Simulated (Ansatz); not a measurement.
**PbS: modes against the lattice constant**

Level of theory: Ansatz 0.2.0, DFT r2SCAN, scalar-relativistic, plane waves, PAW. Settings: 500 eV plane-wave cutoff, Γ-centred 12×12×12 mesh, Fermi-Dirac smearing of 0.15 eV. No spin polarisation. Phonons by linear response, acoustic sum rule imposed.

The cell is fixed (symmetry leaves no force on the atoms) and stands under -0.1 GPa:
```cif
data_structure
_symmetry_space_group_name_H-M 'Pm-3m'
_symmetry_Int_Tables_number 221
_cell_length_a 3.6350
_cell_length_b 3.6350
_cell_length_c 3.6350
_cell_angle_alpha 90.000
_cell_angle_beta 90.000
_cell_angle_gamma 90.000
_cell_volume 48.03
loop_
_atom_site_label
_atom_site_type_symbol
_atom_site_symmetry_multiplicity
_atom_site_Wyckoff_symbol
_atom_site_fract_x
_atom_site_fract_y
_atom_site_fract_z
_atom_site_occupancy
Pb1 Pb 1 a 0.00000 0.00000 0.00000 1
S1 S 1 b 0.50000 0.50000 0.50000 1
```

Its imaginary modes show that this cell, the ideal cubic caesium chloride prototype, isn't a minimum of the energy. In a metal, frequencies and elastic constants depend on the k mesh and the smearing, soft modes and shear constants most. Spin–orbit coupling is left out, which matters for heavy elements. A semilocal functional can close a gap that the real compound has.

How do the optical zone-centre modes (counted from the lowest optical one, degenerate ones once; i marks imaginary ones) of this metal change over a = 3.573 and 3.635 Å?

Answers

```
         a (Å)  3.573  3.635
pressure (GPa)    3.4   -0.1
 mode 1 (cm⁻¹)    98i   117i
```

Cost: 2 runs of about 2.4 core-minutes in all, on Intel Xeon 6975P-C (Granite Rapids) (shared hosts).